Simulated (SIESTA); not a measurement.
**Moving the strain (εzz = s) in Bi**

```
Bi
1.0
     3.48860   -3.13258    0.00000
     3.48860    3.13258    0.00000
    -1.26023    0.00000    3.11355
Bi
2
Direct
  0.75306 0.75306 0.85738
  0.24694 0.24694 0.14262
```

This isn't the form of Bi at room conditions, which is rhombohedral.

Kept alike: task band structure; functional PBEsol; k mesh 6 × 6 × 9; occupations fermi-dirac, width 0.05 eV; no spin polarisation. Program: SIESTA, files PseudoDojo sr-pbesol-0.4.1-standard, DZP (energy shift 0.003 Ry; two zetas on semicore shells). The mesh is that of the run's cell of 2 atoms. No spin-orbit coupling.

| s | free energy over the lowest row (meV/atom) |
| --- | --- |
| -0.04 | 6.96 |
| -0.02 | 0.00 |
| 0 | 1.03 |
| 0.02 | 9.22 |
| 0.04 | 23.64 |

The cell shown is the unstrained one; x, y and z are its Cartesian axes; atoms keep their fractions. For a metal such a mesh leaves the last digits unconverged.

Q: What does the strain (εzz = s) change here?

A: The free energy is lowest at -0.02, and 23.64 meV an atom higher at 0.04.
